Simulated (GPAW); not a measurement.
Runs of GPAW 26.7.0 on ZnO (zincite). The structure is hexagonal, space group P6_3mc (No. 186). Conventional cell: a = 3.249 Å, b = 3.249 Å, c = 5.206 Å, α = 90.00°, β = 90.00°, γ = 120.00°. Around Zn (site symmetry 3m) lie 4 O at 1.97 to 1.98 Å. O (site symmetry 3m) has 4 Zn at 1.97 to 1.98 Å as nearest neighbours. 

| task | level | potentials or basis | cell | optimizer | fmax | max steps | data set | band path | gap on the mesh (eV) | pressure (GPa) | V0 of scaled cells (Å³/atom) | B0 (GPa) | largest force (eV/Å) |
| --- | --- | --- | --- | --- | --- | --- | --- | --- | --- | --- | --- | --- | --- |
| relaxation of cell and atoms | PW91+D4 | PAW data sets generated in the run's folder for this functional, pw | relaxed | BFGS | 0.01 eV/Å | 40 | - | - | 0.79 | 0.0 | - | - | 0.01 |
| equation of state | PBE | JTH PAW 2.0, PBE, pw | as given | - | - | - | O jth, Zn jth | - | - | - | (a) | 130 | - |
| band structure | r4SCAN | GPAW PAW data sets (gpaw-data 1.2.1), pw | as given | - | - | - | - | GMKGALHA,LM,KH | 1.24 | -2.8 | - | - | - |
| equation of state | C09-vdW | GPAW PAW data sets (gpaw-data 1.2.1), pw | as given | - | - | - | - | - | - | - | 12.03 | 140 | - |
| band structure | WC | PAW data sets generated in the run's folder for this functional, pw | as given | - | - | - | - | GMKGALHA,LM,KH | (c) | (b) | - | - | 0.06 |

Alike in all rows: no spin polarisation; k mesh 6 × 6 × 3; cutoff (eV) 800; smearing fermi-dirac 0.05 eV; the mesh is coarse, so values aren't converged.

Estimate the missing entries.

(a) 12.29; (b) -1.9; (c) 0.68.

Caveats: some runs use coarse meshes; the cell was scaled at fixed shape and fractional positions, which overstates the stiffness of a crystal with free parameters, most of all of layers and chains (some runs); the PAW data sets were made with another functional, which shifts forces and pressure a little (some runs); later steps reuse the first step's grids (some runs); the program truncates these outside data sets (some runs); the forces don't sum to zero, a sign of grid noise (some runs).

